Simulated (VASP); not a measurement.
Wanted: the native input for a VASP 6.6.1 run.

| Property | Result |
| --- | --- |
| Task | single point |
| Functional | PBEsol |
| Potentials or basis | VASP PAW PBE potentials, release 64 (Hg, S) |
| Cutoff | 520 eV |
| k mesh | 14 × 14 × 14 |
| Occupations | gaussian, width 0.1 eV |
| Spin | no spin polarisation |
| Dipole correction | no |
| Further INCAR settings | ALGO = Normal; EDIFF = 1e-06; NBANDS = 16 |

The structure of HgS lies in POSCAR:

```
HgS
1.0
    0.0000000000      2.7120930300      2.7120930300
    2.7120930300      0.0000000000      2.7120930300
    2.7120930300      2.7120930300      0.0000000000
Hg S
1 1
Direct
    0.0000000000      0.0000000000      0.0000000000
    0.7500000000      0.7500000000      0.7500000000
```

Measurements of this composition are mostly on another form, of space group No. 152.

The cell isn't the ideal one: Zn replaced by Hg, lengths x 1.026, strained and moved within the space group.

One way to write it, as run:

INCAR

```
PREC = Accurate ; ENCUT = 520
EDIFF = 1E-6 ; ISMEAR = 0
SIGMA = 0.1 ; LREAL = False
LASPH = True ; NELM = 100
ALGO = Normal ; ISIF = 2
LWAVE = False ; LCHARG = True
GGA = PS ; LELF = True
LVHAR = True ; NBANDS = 16
```

KPOINTS

```
regular mesh
0
Gamma
  14 14 14
```

Potentials or basis: VASP PAW PBE potentials, release 64 (Hg, S).

Command:

```bash
$ cat potpaw_PBE.64/Hg/POTCAR potpaw_PBE.64/S/POTCAR > POTCAR
$ mpirun -np 1 vasp_std > vasp.out
```

It gave:

```yaml
Pressure: 27.1 GPa
Band_gap_on_the_k_mesh: none (metal or under the smearing width)
```

Caveat: so large a pressure means that the cell lies far from this level's equilibrium, or that cutoff or potentials fall short; the potentials were made for another functional, which shifts forces and pressure.

Wall time 58 s on 1 thread of Intel(R) Xeon(R) Platinum 8259CL CPU @ 2.50GHz (Skylake/Cascade Lake) (shared host), peak memory 0.21 GiB.
